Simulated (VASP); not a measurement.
The system is LiCl.

```xyz
2
Lattice="0.0000 2.5421 2.5421 2.5421 0.0000 2.5421 2.5421 2.5421 0.0000" Properties=species:S:1:pos:R:3 pbc="T T T"
Li    0.0000    0.0000    0.0000
Cl    2.5421    2.5421    2.5421
```

The cell is a database's computed one.

- Program: VASP 6.6.1
- Task: relaxation of cell and atoms
- Functional: PBE
- Potentials or basis: VASP PAW PBE potentials, release 64 (Li_sv, Cl)
- Cutoff: 600 eV
- k mesh: 8 × 8 × 8
- Occupations: gaussian, width 0.02 eV
- Spin: no spin polarisation

At the start: pressure 1.2 GPa; volume 16.43 Å³/atom.

**Question.** Where does the relaxation end?

**Answer.** Over 4 steps the energy falls by 2.2 meV/atom and the volume is 17.03 Å³/atom (+3.6 %); space group Fm-3m (No. 225, to 0.05 Å).

The path:
```
step  energy change (eV)  largest force (eV/Å)  pressure (GPa)  volume (Å³)
   1              0.0000                0.0000            1.23        32.86
   2             -0.0034                0.0000            0.62        33.46
   3             -0.0044                0.0000           -0.05        34.10
   4             -0.0044                0.0000            0.00        34.05
```

Final structure:
```xyz
2
Lattice="0.0000 2.5726 2.5726 2.5726 0.0000 2.5726 2.5726 2.5726 0.0000" Properties=species:S:1:pos:R:3 pbc="T T T"
Li    0.0000    0.0000    0.0000
Cl    2.5726    2.5726    2.5726
```

Caveat: the cutoff is under 1.25 times the usual one of these potentials, so pressure, stress and relaxed cells hold a basis-set (Pulay) error.
